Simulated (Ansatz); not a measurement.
The system is Al.

```
CELL_PARAMETERS angstrom
0.01223 2.01880 2.10623
2.02341 0.02778 2.09068
2.00805 1.98790 0.04313
ATOMIC_POSITIONS crystal
Al 0.00000 0.00000 0.00000
```

The cell isn't the ideal one: cell strained at random at fixed volume.

- Program: Ansatz 0.2.0
- Task: relaxation of cell and atoms
- Functional: PBEsol
- Potentials or basis: Ansatz PAW
- Cutoff: 420 eV
- Density cutoff: 3360 eV
- k mesh: 9 × 9 × 9
- Occupations: fermi-dirac, width 0.025 eV
- Spin: spin-orbit coupling, no magnetisation

At the start: volume 16.60 Å³/atom.

Problem. How do energy, volume and symmetry change on relaxing?

Solution. It ends after 11 steps and the volume is 16.35 Å³/atom (-1.5 %); space group C2/m (No. 12, to 0.05 Å).

The path:
| step | energy change (eV) | largest force (eV/Å) | volume (Å³) |
| --- | --- | --- | --- |
| 1 | 0.0000 | 0.0000 | 16.60 |
| 2 | -0.0042 | 0.0000 | 16.18 |
| 3 | -0.0055 | 0.0000 | 16.13 |
| 4 | -0.0059 | 0.0000 | 16.22 |
| 5 | -0.0071 | 0.0000 | 16.32 |
| 6 | -0.0072 | 0.0000 | 16.37 |
| 7 | -0.0073 | 0.0000 | 16.36 |
| 8 | -0.0073 | 0.0000 | 16.35 |
| 9 | -0.0073 | 0.0000 | 16.36 |
| 10 | -0.0073 | 0.0000 | 16.35 |
| 11 | -0.0073 | 0.0000 | 16.35 |

Final structure:
```
Al
1.0
     0.02551    2.01493    2.16547
     2.02372    0.02662    2.16330
     1.94906    1.93794    0.10159
Al
1
Direct
  0.00000 0.00000 0.00000
```

Caveat: the plane-wave basis is chosen anew once the cell has moved, so the energies of steps on either side of that aren't comparable; the PAW data sets come from PBE, with cores solved anew for the run's functional, which leaves a small shift of forces and pressure.
